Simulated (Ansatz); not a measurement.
# SrCl2: enthalpy under pressure, worked through

Computed with DFT r2SCAN, scalar-relativistic, plane waves, PAW (Ansatz). (500 eV cutoff, 6×6×6 k-mesh, Gaussian smearing of 0.02 eV, no spin polarisation)

The relaxed crystal:

```
CELL_PARAMETERS angstrom
0.00000 3.49758 3.49758
3.49758 0.00000 3.49758
3.49758 3.49758 0.00000
ATOMIC_POSITIONS crystal
Sr 0.00000 0.00000 0.00000
Cl 0.25000 0.25000 0.25000
Cl 0.75000 0.75000 0.75000
```

Cell and atoms were relaxed at each target pressure within the start's symmetry (Fm-3m), at zero temperature; other phases can be more stable under pressure. H = E + PV with P the target; E is the free energy at the smearing used, whose derivative the pressure is, per atom and counted from zero pressure.

| P (GPa) | V (Å³/atom) | E − E0 (meV) | H − H0 (meV) |
| --- | --- | --- | --- |
| 0 | 28.524 | 0.0 | 0.0 |
| 2 | 27.191 | 7.9 | 347.3 |
| 5 | 25.673 | 40.3 | 841.5 |
| 10 | 23.860 | 123.4 | 1612.6 |
| 20 | 21.487 | 339.6 | 3021.8 |
| 40 | 18.724 | 840.5 | 5515.1 |

Problem. Thermodynamics gives dH/dP = V along a relaxed path. Integrate V over P by the trapezoid rule and compare with the computed enthalpies.

Solution. With 1 eV/Å³ = 160.22 GPa, each step adds the mean volume times ΔP / 160.22:
```csv
P (GPa),∫V dP (meV),H − H0 (meV),difference (meV)
2,347.7,347.3,0.4
5,842.7,841.5,1.2
10,1615.6,1612.6,2.9
20,3030.7,3021.8,8.9
40,5540.5,5515.1,25.4
```

V(P) curves upward, so the trapezoid rule runs high; integrating a smooth curve through the same points (P as a polynomial of degree 4 in ln V) puts that excess at about 25.6 meV at 40 GPa, against the 25.4 meV found.

Problem. At 40 GPa, how much of the enthalpy change is stored energy and how much is the PV term?

Solution. E rises by 840 meV/atom and PV is 40 × 18.724 / 160.22 = 4675 meV/atom, so PV makes 85 % of ΔH. So between rival structures at high pressure a small difference in volume can outweigh the difference in energy: 1 % of this volume is worth 46.7 meV/atom at this pressure.

Problem. What bulk modulus do the lowest pressures give?

Solution. From the pressures that the runs reached, -1.99 GPa (30.300 Å³) and 1.99 GPa (27.191 Å³), B = −ΔP/Δln V = 3.98 / 0.1082 = 37 GPa, a mean over that range.

Problem. The gap is 5.713 eV at -1.99 GPa and 5.964 eV at 1.99 GPa. What pressure coefficient and volume deformation potential follow?

Solution. dE_g/dP = 63.3 meV/GPa, and a_V = dE_g/d ln V = −B dE_g/dP = -2.33 eV. The band edges lie at other k points in the two runs, so this is a mean over different edges. Gaps are generalised Kohn–Sham gaps over the whole zone.